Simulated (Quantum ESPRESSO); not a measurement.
**BaTiO3 under changes of volume**

One of the cells (12.858 Å³/atom); the others are scaled copies at fixed shape and fractional positions:

```
Ba Ti O
1.0
     4.00600    0.00000    0.00000
     0.00000    4.00600    0.00000
     0.00000    0.00000    4.00600
Ba Ti O
1 1 3
Direct
  0.50000 0.50000 0.50000
  0.00000 0.00000 0.00000
  0.00000 0.00000 0.50000
  0.00000 0.50000 0.00000
  0.50000 0.00000 0.00000
```

| Item | Value |
| --- | --- |
| Program | Quantum ESPRESSO 7.5 |
| Functional | LDA |
| Potentials or basis | GBRV 1.5 LDA |
| Cutoff | 612 eV |
| Density cutoff | 4898 eV |
| k mesh | 7 × 7 × 7 |
| Occupations | fermi-dirac, width 0.05 eV |
| Spin | no spin polarisation |

```tsv
volume (Å³/atom)	energy over the lowest point (meV/atom)	pressure (GPa)	gap on the mesh (eV)
12.086	1.98	3.2	1.88
12.343	0.00	-1.0	1.85
12.601	?	?	?
12.858	14.61	-8.1	1.77
13.115	29.89	-11.1	1.73
13.372	49.65	-13.8	1.69
13.629	73.47	-16.1	1.65
```

Problem. What does the run at 12.601 Å³/atom give?

Solution. Energy over the lowest point 4.45 meV/atom; pressure -4.8 GPa; gap on the mesh 1.81 eV.

Worked out: A Birch-Murnaghan fit of order 3 (a polynomial in V^(-2/3)) to the other rows has its minimum at 12.29 Å³/atom with B0 = V·E''(V) = 196 GPa and B' = 4.6. It gives 4.46 meV/atom at 12.601 Å³/atom, against the run's 4.45, and -dE/dV = -4.6 GPa, against -4.8. A straight line through the other rows of the gap, of slope -1.93 eV per unit of ln V, gives 1.81 eV, against the run's 1.81.

Energies are extrapolated to zero smearing.

Caveats: spin-orbit coupling is left out, which moves the levels of the heavy elements; an odd mesh through Γ misses points on the zone boundary, where band edges often lie.
